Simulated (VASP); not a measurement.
# AlN: how cutoff and mesh change the relaxed cell

How far does the relaxed cell of AlN depend on cutoff and k mesh? The starting structure is a measured crystal structure from the Crystallography Open Database. The first relaxation on each setting starts from this cell expanded by 3 % in volume.

Main program and level: VASP 6.6.1; Kohn-Sham DFT with plane waves and PAW; PBEsol.

### Step 1. Starting point

It takes space group P6_3mc (No. 186, hexagonal). The conventional cell has a = 3.111 Å, b = 3.111 Å, c = 4.978 Å, α = 90.00°, β = 90.00°, γ = 120.00°. Al has 4 N at 1.89 to 1.92 Å nearest. N has 4 Al at 1.89 to 1.92 Å nearest. Farther neighbours and most contacts between anions are not listed.

Coordinates:

```xyz
4
Lattice="3.1110 0.0000 0.0000 -1.5555 2.6942 0.0000 0.0000 0.0000 4.9780" Properties=species:S:1:pos:R:3 pbc="T T T"
Al    1.5555    0.8981    2.4890
Al    0.0000    1.7961    0.0000
N     1.5555    0.8981    4.4055
N     0.0000    1.7961    1.9165
```

### Step 2. Reference relaxation

This run starts from the cell of an earlier relaxation, which isn't shown; the restart sets up the plane waves anew.

The input, INCAR:

```
SYSTEM = AlN
PREC = Accurate
ENCUT = 520
EDIFF = 1E-06
NELM = 100
ISMEAR = 0
SIGMA = 0.03
LREAL = .FALSE.
ALGO = Normal
GGA = PS
NBANDS = 14
LORBIT = 11
LWAVE = .FALSE.
LCHARG = .FALSE.
KPAR = 8
IBRION = 2
NSW = 50
ISIF = 3
EDIFFG = -0.006
```

The input, POSCAR:

```
AlN
1.0
    3.1133981461      0.0000000000      0.0000000000
   -1.5566990731      2.6962818867      0.0000000000
    0.0000000000      0.0000000000      4.9831905959
Al N
2 2
Direct
    0.6666666667      0.3333333333      0.5014932159
    0.3333333333      0.6666666667      0.0014932159
    0.6666666667      0.3333333333      0.8835067841
    0.3333333333      0.6666666667      0.3835067841
```

The input, KPOINTS:

```
Automatic mesh
0
Gamma
9 9 4
0 0 0
```

The projector-augmented-wave data sets are Al and N (PBE family, release 64).

Command:

```bash
mpirun -np 8 vasp_std
```

The program printed:

```text
[banner, memory and clock lines left out]
running    8 mpi-ranks, on    1 nodes
 distrk:  each k-point on    1 cores,    8 groups
 distr:  one band on    1 cores,    1 groups

 POSCAR found type information on POSCAR AlN
 POSCAR found :  2 types and       4 ions
|                                                                             |
|           W    W    AA    RRRRR   N    N  II  N    N   GGGG   !!!           |
|           W    W   A  A   R    R  NN   N  II  NN   N  G    G  !!!           |
|           W    W  A    A  R    R  N N  N  II  N N  N  G       !!!           |
|           W WW W  AAAAAA  RRRRR   N  N N  II  N  N N  G  GGG   !            |
|           WW  WW  A    A  R   R   N   NN  II  N   NN  G    G                |
|           W    W  A    A  R    R  N    N  II  N    N   GGGG   !!!           |
|                                                                             |
|     For optimal performance we recommend to set                             |
|       NCORE = 2 up to number-of-cores-per-socket                            |
|     NCORE specifies how many cores store one orbital (NPAR=cpu/NCORE).      |
|     This setting can greatly improve the performance of VASP for DFT.       |
|     The default, NCORE=1 might be grossly inefficient on modern             |
|     multi-core architectures or massively parallel machines. Do your        |
|     Unfortunately you need to use the default for GW and RPA                |
|     calculations (for HF NCORE is supported but not extensively tested      |
|     yet).                                                                   |
|                                                                             |

|                                                                             |
|               ----> ADVICE to this user running VASP <----                  |
|                                                                             |
|     You enforced a specific xc type in the INCAR file but a different       |
|     [... a line on the potential file left out ...]
|     I HOPE YOU KNOW WHAT YOU ARE DOING!                                     |
|                                                                             |

 LDA part: xc-table for (Slater+PW92), standard interpolation
 POSCAR, INCAR and KPOINTS ok, starting setup
 FFT: planning ... GRIDC
 FFT: planning ... GRID_SOFT
 FFT: planning ... GRID
 WAVECAR not read
 entering main loop
       N       E                     dE             d eps       ncg     rms          rms(c)
DAV:   1     0.440925916512E+02    0.44093E+02   -0.74754E+03  1008   0.102E+03
DAV:   2    -0.320680755500E+02   -0.76161E+02   -0.70402E+02  1436   0.201E+02
DAV:   3    -0.357341448683E+02   -0.36661E+01   -0.36525E+01  1368   0.470E+01
DAV:   4    -0.357592318366E+02   -0.25087E-01   -0.25084E-01  1158   0.448E+00
DAV:   5    -0.357595504568E+02   -0.31862E-03   -0.31861E-03  1356   0.509E-01    0.117E+01
DAV:   6    -0.313595554689E+02    0.44000E+01   -0.11877E+01  1242   0.255E+01    0.425E+00
DAV:   7    -0.313491557844E+02    0.10400E-01   -0.71120E-01  1098   0.590E+00    0.288E+00
DAV:   8    -0.313178722931E+02    0.31283E-01   -0.84397E-02  1170   0.264E+00    0.534E-01
DAV:   9    -0.313121122749E+02    0.57600E-02   -0.18802E-02  1314   0.101E+00    0.249E-01
DAV:  10    -0.313125002132E+02   -0.38794E-03   -0.17585E-03  1152   0.285E-01    0.157E-01
DAV:  11    -0.313124136361E+02    0.86577E-04   -0.17977E-04  1284   0.102E-01    0.345E-02
DAV:  12    -0.313124123571E+02    0.12790E-05   -0.65737E-06  1254   0.236E-02    0.552E-03
DAV:  13    -0.313124117995E+02    0.55754E-06   -0.37726E-06  1230   0.145E-02
   1 F= -.31312412E+02 E0= -.31312412E+02  d E =-.313124E+02
 curvature:   0.00 expect dE= 0.000E+00 dE for cont linesearch  0.000E+00
 trial: gam= 0.00000 g(F)=  0.713E-06 g(S)=  0.883E-05 ort = 0.000E+00 (trialstep = 0.100E+01)
 search vector abs. value=  0.954E-05
 reached required accuracy - stopping structural energy minimisation
```

The job ended after 2.8 s (8 MPI ranks of Intel Xeon 6975P-C (Granite Rapids), shared host; peak memory 1.3 GiB; 14 s of CPU time).

The logs omit lines about the potential files and the build; timing stands in the text.

Parts of OUTCAR (step 2):

```text
ion  position               nearest neighbor table
   1  0.667  0.333  0.501-   4 1.89   4 1.89   4 1.89   3 1.90   2 3.07   2 3.07   2 3.07   2 3.07
                             2 3.07   2 3.07
   2  0.333  0.667  0.001-   3 1.89   3 1.89   3 1.89   4 1.90   1 3.07   1 3.07   1 3.07   1 3.07
                             1 3.07   1 3.07
   3  0.667  0.333  0.884-   2 1.89   2 1.89   2 1.89   1 1.90
   4  0.333  0.667  0.384-   1 1.89   1 1.89   1 1.89   2 1.90

  LATTYP: Found a hexagonal cell.
 ALAT       =     3.1133981461
 C/A-ratio  =     1.6005632309

 Subroutine GETGRP returns: Found 12 space group operations
 (whereof  6 operations were pure point group operations)

The static configuration has the point symmetry C_3v.
 The point group associated with its full space group is C_6v.

 Found     36 irreducible k-points:

   k-points           NKPTS =     36   k-points in BZ     NKDIM =     36   number of bands    NBANDS=     14

   dimension x,y,z NGX =    24 NGY =   24 NGZ =   40
   dimension x,y,z NGXF=    48 NGYF=   48 NGZF=   80

   ENCUT  =  520.0 eV  38.22 Ry    6.18 a.u.   5.79  5.79  9.27*2*pi/ulx,y,z

   NELECT =      16.0000    total number of electrons

 k-points in reciprocal lattice and weights: Automatic mesh
   0.00000000  0.00000000  0.00000000       0.003
   0.11111111  0.00000000  0.00000000       0.019
   0.22222222  0.00000000  0.00000000       0.019
   0.33333333  0.00000000  0.00000000       0.019
   0.44444444  0.00000000  0.00000000       0.019
   0.11111111  0.11111111  0.00000000       0.019
   0.22222222  0.11111111  0.00000000       0.037
   0.33333333  0.11111111  0.00000000       0.037
   0.44444444  0.11111111  0.00000000       0.019
[...]
0.33333333  0.22222222  0.50000000       0.037
   0.33333333  0.33333333  0.50000000       0.006

 average (electrostatic) potential at core
       1 -71.3874       2 -71.3874       3 -60.0193       4 -60.0193

 E-fermi :   6.2234

 k-point     1 :       0.0000    0.0000    0.0000
  band No.  band energies     occupation
    ...
      4       5.1751      2.00000
      5       5.1751      2.00000
      6       5.8292      2.00000
      7       5.8292      2.00000
      8       6.0536      2.00000
      9      10.1676      0.00000
     10      12.6034      0.00000
     11      16.5477      0.00000
     12      17.0745      0.00000
     13      17.0745      0.00000
    ...

 k-point     2 :       0.1111    0.0000    0.0000
  band No.  band energies     occupation
    ...
      4       4.4634      2.00000
      5       4.9755      2.00000
      6       5.1449      2.00000
      7       5.8022      2.00000
      8       5.9821      2.00000
      9      10.8575      0.00000
     10      13.2130      0.00000
     11      15.8861      0.00000
     12      16.1392      0.00000
     13      17.5252      0.00000
    ...

 k-point     3 :       0.2222    0.0000    0.0000
  band No.  band energies     occupation
    ...
      4       2.9502      2.00000
      5       3.8841      2.00000
      6       4.5660      2.00000
      7       5.6724      2.00000
      8       5.7171      2.00000
      9      11.9613      0.00000
     10      13.7055      0.00000
     11      14.3065      0.00000
     12      15.7783      0.00000
     13      17.6927      0.00000
    ...

  Total        0.0182602      0.0182602      0.0080602     -0.0000000     -0.0000000      0.0000000
  in kB        0.6993729      0.6993729      0.3087106     -0.0000000     -0.0000000      0.0000000
  external PRESSURE =       0.5691521 kB  Pullay stress =       0.0000000 kB

  energy-cutoff  :      520.00
  volume of cell :       41.83
      direct lattice vectors                 reciprocal lattice vectors
     3.113398146  0.000000000  0.000000000     0.321192457  0.185440551  0.000000000
    -1.556699073  2.696281887  0.000000000     0.000000000  0.370881103  0.000000000
     0.000000000  0.000000000  4.983190596     0.000000000  0.000000000  0.200674644

 POSITION                                       TOTAL-FORCE (eV/Angst)
 -----------------------------------------------------------------------------------
      1.55670      0.89876      2.49904         0.000000     -0.000000      0.001922
     -0.00000      1.79752      0.00744        -0.000000      0.000000      0.001922
      1.55670      0.89876      4.40268         0.000000     -0.000000     -0.001922
     -0.00000      1.79752      1.91109        -0.000000      0.000000     -0.001922
 -----------------------------------------------------------------------------------
    total drift:                               -0.000000      0.000000      0.000623

  FREE ENERGIE OF THE ION-ELECTRON SYSTEM (eV)
  ---------------------------------------------------
  free  energy   TOTEN  =       -31.3124117995 eV

  energy  without entropy=      -31.3124117995  energy(sigma->0) =      -31.31241180

 reached required accuracy - stopping structural energy minimisation

 total charge
# of ion       s       p       d       tot
------------------------------------------
    1        0.369   0.442   0.000   0.810
    2        0.369   0.442   0.000   0.810
    3        1.217   2.627   0.000   3.844
    4        1.217   2.627   0.000   3.844
--------------------------------------------------
tot          3.172   6.136   0.000   9.308

[... 3 further parts left out ...]
```

CONTCAR:

```
AlN
   1.00000000000000
     3.1133981461000002    0.0000000000000000    0.0000000000000000
    -1.5566990731000001    2.6962818867000000    0.0000000000000000
     0.0000000000000000    0.0000000000000000    4.9831905959000000
  Al              N
     2     2
Direct
     0.6666666667000030    0.3333333332999970    0.5014932158999983
     0.3333333332999970    0.6666666667000030    0.0014932158999983
     0.6666666667000030    0.3333333332999970    0.8835067840999997
     0.3333333332999970    0.6666666667000030    0.3835067840999997
```

The PAW data sets were made with PBE, which is usual practice but a small mismatch for other functionals. The run keeps the 12 symmetry operations of its start, so it cannot find a distortion of lower symmetry.

The reference relaxation ends at 10.458 Å³ an atom. Pressures at 0.985 and 1.015 times this volume, from two more relaxations that aren't shown, give a bulk modulus of 202.3 GPa.

### Step 3. Relaxation with a cutoff of 400 eV

Against step 2 the input has ENCUT = 400. This run starts from the cell of an earlier relaxation, which isn't shown; the restart sets up the plane waves anew.

Changes to INCAR since step 2:

```diff
@@ -2,3 +2,3 @@
 PREC = Accurate
-ENCUT = 520
+ENCUT = 400
 EDIFF = 1E-06
```

The input, POSCAR:

```
AlN
1.0
    3.1003759319      0.0000000000      0.0000000000
   -1.5501879660      2.6850043184      0.0000000000
    0.0000000000      0.0000000000      4.9585365283
Al N
2 2
Direct
    0.6666666667      0.3333333333      0.5013627979
    0.3333333333      0.6666666667      0.0013627979
    0.6666666667      0.3333333333      0.8836372021
    0.3333333333      0.6666666667      0.3836372021
```

KPOINTS is that of step 2.

Command:

```bash
mpirun -np 8 vasp_std
```

The program printed:

```text
[banner, memory and clock lines left out]
running    8 mpi-ranks, on    1 nodes
[...]
[... a notice as in an earlier step ...]

 [... a notice as in an earlier step ...]

 LDA part: xc-table for (Slater+PW92), standard interpolation
 POSCAR, INCAR and KPOINTS ok, starting setup
[...]
entering main loop
       N       E                     dE             d eps       ncg     rms          rms(c)
DAV:   1     0.327869218469E+02    0.32787E+02   -0.65007E+03  1016   0.838E+02
DAV:   2    -0.328276290524E+02   -0.65615E+02   -0.60438E+02  1362   0.177E+02
DAV:   3    -0.357400292704E+02   -0.29124E+01   -0.29038E+01  1362   0.398E+01
DAV:   4    -0.357582132354E+02   -0.18184E-01   -0.18182E-01  1134   0.366E+00
[...]
DAV:  11    -0.313048811516E+02    0.11816E-03   -0.23931E-04  1266   0.112E-01    0.411E-02
DAV:  12    -0.313048797374E+02    0.14143E-05   -0.55334E-06  1242   0.209E-02    0.921E-03
DAV:  13    -0.313048787530E+02    0.98437E-06   -0.53386E-06  1302   0.166E-02
[...]
DAV:   4    -0.313047938135E+02    0.12221E-04   -0.87040E-06  1278   0.236E-02    0.171E-02
DAV:   5    -0.313047911283E+02    0.26852E-05   -0.27951E-06  1116   0.127E-02    0.579E-03
DAV:   6    -0.313047912392E+02   -0.11092E-06   -0.84100E-08   648   0.238E-03
   2 F= -.31304791E+02 E0= -.31304791E+02  d E =0.875137E-04
 trial-energy change:    0.000088  1 .order    0.000114   -0.001473    0.001700
 step:   0.4765(harm=  0.4641)  dis= 0.00008  next Energy=   -31.305232 (dE=-0.354E-03)
[...]
N       E                     dE             d eps       ncg     rms          rms(c)
DAV:   1    -0.313058745653E+02   -0.10834E-02   -0.12652E-02  1164   0.958E-01    0.170E-01
DAV:   2    -0.313052454724E+02    0.62909E-03   -0.18181E-03  1176   0.310E-01    0.397E-02
DAV:   3    -0.313052406525E+02    0.48199E-05   -0.91594E-05  1188   0.743E-02    0.161E-02
DAV:   4    -0.313052371122E+02    0.35403E-05   -0.24308E-06  1234   0.124E-02    0.882E-03
DAV:   5    -0.313052354750E+02    0.16372E-05   -0.69860E-07   654   0.658E-03    0.248E-03
DAV:   6    -0.313052354066E+02    0.68392E-07   -0.60230E-08   576   0.217E-03
   3 F= -.31305235E+02 E0= -.31305235E+02  d E =-.356654E-03
[...]
reached required accuracy - stopping structural energy minimisation
```

Elapsed: 4.4 s, on 8 MPI ranks; peak memory 1.1 GiB.

Parts of OUTCAR (step 3):

```text
  Total        0.0090031      0.0090031     -0.0106682     -0.0000000     -0.0000000      0.0000000
  in kB        0.3506681      0.3506681     -0.4155212     -0.0000000     -0.0000000      0.0000000
  external PRESSURE =       0.0952717 kB  Pullay stress =       0.0000000 kB

 POSITION                                       TOTAL-FORCE (eV/Angst)
 -----------------------------------------------------------------------------------
      1.54851      0.89403      2.48288        -0.000000      0.000000     -0.002867
     -0.00000      1.78807      0.00683        -0.000000      0.000000     -0.002867
      1.54851      0.89403      4.37577        -0.000000     -0.000000      0.002867
     -0.00000      1.78807      1.89972         0.000000     -0.000000      0.002867
 -----------------------------------------------------------------------------------
    total drift:                                0.000000      0.000000     -0.000159

  FREE ENERGIE OF THE ION-ELECTRON SYSTEM (eV)
  ---------------------------------------------------
  free  energy   TOTEN  =       -31.3052354066 eV

  energy  without entropy=      -31.3052354066  energy(sigma->0) =      -31.30523541

[... 2 parts as in an earlier step ...]

[... 2 further parts left out ...]
[key lines of the parts left out:]
E-fermi :   6.4309
```

With a cutoff of 400 eV the cell ends at 10.284 Å³ an atom, -1.67 % from the reference; the bulk modulus is 210.7 GPa against 202.3 GPa.

### Step 4. Relaxation with a 4×4×3 mesh

Against step 2 the input has a 4×4×3 mesh (also changed: KPAR and NCORE). This run starts from the cell of an earlier relaxation, which isn't shown; the restart sets up the plane waves anew.

Changes to INCAR since step 3:

```diff
@@ -2,3 +2,3 @@
 PREC = Accurate
-ENCUT = 400
+ENCUT = 520
 EDIFF = 1E-06
@@ -14,3 +14,4 @@
 LCHARG = .FALSE.
-KPAR = 8
+KPAR = 4
+NCORE = 2
 IBRION = 2
```

The input, POSCAR:

```
AlN
1.0
    3.1163446683      0.0000000000      0.0000000000
   -1.5581723342      2.6988336498      0.0000000000
    0.0000000000      0.0000000000      4.9747439402
Al N
2 2
Direct
    0.6666666667      0.3333333333      0.5010846809
    0.3333333333      0.6666666667      0.0010846809
    0.6666666667      0.3333333333      0.8839153191
    0.3333333333      0.6666666667      0.3839153191
```

The input, KPOINTS:

```
Automatic mesh
0
Gamma
4 4 3
0 0 0
```

Command:

```bash
mpirun -np 8 vasp_std
```

The program printed:

```text
[banner, memory and clock lines left out]
running    8 mpi-ranks, on    1 nodes
[...]
[... a notice as in an earlier step ...]

 LDA part: xc-table for (Slater+PW92), standard interpolation
 POSCAR, INCAR and KPOINTS ok, starting setup
[...]
entering main loop
       N       E                     dE             d eps       ncg     rms          rms(c)
DAV:   1     0.480459920099E+02    0.48046E+02   -0.73311E+03   224   0.101E+03
DAV:   2    -0.319702975634E+02   -0.80016E+02   -0.74567E+02   326   0.209E+02
DAV:   3    -0.357226254805E+02   -0.37523E+01   -0.37390E+01   308   0.471E+01
DAV:   4    -0.357489357769E+02   -0.26310E-01   -0.26308E-01   254   0.460E+00
[...]
DAV:  11    -0.312780793075E+02    0.64526E-04   -0.13487E-04   290   0.877E-02    0.302E-02
DAV:  12    -0.312780790769E+02    0.23056E-06   -0.11135E-05   284   0.238E-02    0.391E-03
DAV:  13    -0.312780788121E+02    0.26485E-06   -0.13475E-06   202   0.947E-03
   1 F= -.31278079E+02 E0= -.31278079E+02  d E =-.312781E+02
[...]
reached required accuracy - stopping structural energy minimisation
```

The job ended after 1.8 s (8 MPI ranks; peak memory 1.1 GiB).

From OUTCAR (step 4):

```text
  Total       -0.0226327     -0.0226327      0.0005998      0.0000000      0.0000000      0.0000000
  in kB       -0.8666732     -0.8666732      0.0229693      0.0000000      0.0000000      0.0000000
  external PRESSURE =      -0.5701257 kB  Pullay stress =       0.0000000 kB

 POSITION                                       TOTAL-FORCE (eV/Angst)
 -----------------------------------------------------------------------------------
      1.55817      0.89961      2.49277        -0.000000     -0.000000      0.004611
     -0.00000      1.79922      0.00540         0.000000      0.000000      0.004611
      1.55817      0.89961      4.39725        -0.000000      0.000000     -0.004611
     -0.00000      1.79922      1.90988         0.000000     -0.000000     -0.004611
 -----------------------------------------------------------------------------------
    total drift:                               -0.000000      0.000000      0.000481

  FREE ENERGIE OF THE ION-ELECTRON SYSTEM (eV)
  ---------------------------------------------------
  free  energy   TOTEN  =       -31.2780788121 eV

  energy  without entropy=      -31.2780788121  energy(sigma->0) =      -31.27807881

[... 1 part as in an earlier step ...]

[... 3 further parts left out ...]
[key lines of the parts left out:]
E-fermi :   6.2311
```

With a 4×4×3 mesh the cell ends at 10.460 Å³ an atom, +0.02 % from the reference; the bulk modulus is 201.0 GPa against 202.3 GPa.

(Continued in part 2 of 2.)

[Lines on the potential files, build, host, timing and source positions are cut from VASP's logs without a mark.]

[Logs are printed without paths, hosts, clocks, repeated set-up lines and the standing remarks that a program may print on its own settings, such as how far it seeks lower states.]

[Hosts, paths, dates, database ids (printed as entryN), source tags and the programs' standing remarks are cut or masked in the printed files.]
